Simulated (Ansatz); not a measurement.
Reactions of C3H8SSi (`C[SiH2]C(C)=S`).

Isolated molecules relaxed with PBE0-D4/def2-TZVP in Ansatz; ΔE leaves out vibrations. CBS: MP2 limit from def2 TZ/QZ plus the TZ coupled-cluster correction, frozen cores. This one scheme is used for every species. def2 core potentials past Kr. For As, Ge, Sb outer-core shells are correlated without core-valence functions, which leaves a few kJ/mol of doubt a bond. Scalar relativity is left out up to krypton. One conformer a species, not always the lowest.

**Question.** Order these by ΔE at CCSD(T)/CBS, lowest first. (Best estimate.)
A. `C[SiH2]C(C)=S` + `[OH][AlH][AlH2]` → `C[SiH2][AlH][AlH2]` + `CC(O)=S`
B. `C[SiH2]C(C)=S` + `C[SiH](O)F` → `CO[SiH](C)F` + `CC([SiH3])=S`
C. `C[SiH2]C(C)=S` + `C[SiH](Cl)[GeH3]` → `C[SiH2][SiH](C)Cl` + `C[C](=S)[GeH3]`
D. `C[SiH2]C(C)=S` + `[SH][SbH2]` → `C[SiH2][S][SbH2]` + `CC=S`
E. `C[SiH2]C(C)=S` + arsine → `C[SiH2][AsH2]` + `CC=S`
F. `C[SiH2]C(C)=S` + `[OH][GeH3]` → `CC(=S)[O][GeH3]` + `C[SiH3]`
G. `C[SiH2]C(C)=S` + methacrylic acid → methyl methacrylate + `CC([SiH3])=S`
H. `C[SiH2]C(C)=S` + silanol → `C[SiH2]O[SiH3]` + `CC=S`

**Answer.** H (-111.1 kJ/mol), D (-67.2 kJ/mol), E (-29.6 kJ/mol), F (+22.9 kJ/mol), C (+31.4 kJ/mol), G (+91.2 kJ/mol), B (+103.3 kJ/mol), A (+143.2 kJ/mol).

Largest T1 diagnostic: 0.017, for `CC(O)=S`.
